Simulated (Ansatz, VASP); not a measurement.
**InSe in VASP and in Ansatz**

```
CELL_PARAMETERS angstrom
4.02671 0.00000 0.00000
-2.01335 3.48723 0.00000
0.00000 0.00000 36.71939
ATOMIC_POSITIONS crystal
Se 0.00000 0.00000 0.42665
Se 0.00000 0.00000 0.57332
In 0.66667 0.33333 0.46193
In 0.66667 0.33333 0.53804
```

Alike in both runs: functional PBE; dispersion D3(BJ); k mesh 9 × 9 × 1; occupations gaussian, width 0.02 eV; no spin polarisation.

Ansatz relaxed the structure, and its values are those at the end. VASP's run is a single point on that final structure, the one shown.

|  | VASP | Ansatz |
| --- | --- | --- |
| version | VASP 6.6.1 | Ansatz 0.2.0 |
| potentials or method | VASP PAW PBE potentials, release 64 (Se, In_d) | scalar-relativistic, plane waves, PAW |
| plane-wave cutoff (eV) | 520 | 420 |
| valence electrons in the cell | 38 | 58 |

Ansatz gave:

| Property | Result |
| --- | --- |
| gap on the k mesh at the Fermi level (eV) | 1.63 |
| least direct gap on the mesh (eV) | 1.70 |
| rms of the force components (eV/Å) | 0.000 |

Problem. Estimate VASP's values.

Solution. gap on the k mesh at the Fermi level (eV): 1.62; least direct gap on the mesh (eV): 1.69; rms of the force components (eV/Å): 0.008.

The functional is the same, so the differences come from potentials, cutoffs and numerics. The two sets of potentials don't hold the same shells in valence.

Caveats: spin-orbit coupling is left out, which moves the levels of the heavy elements. As with any semilocal functional, this PBE gap is likely too small.
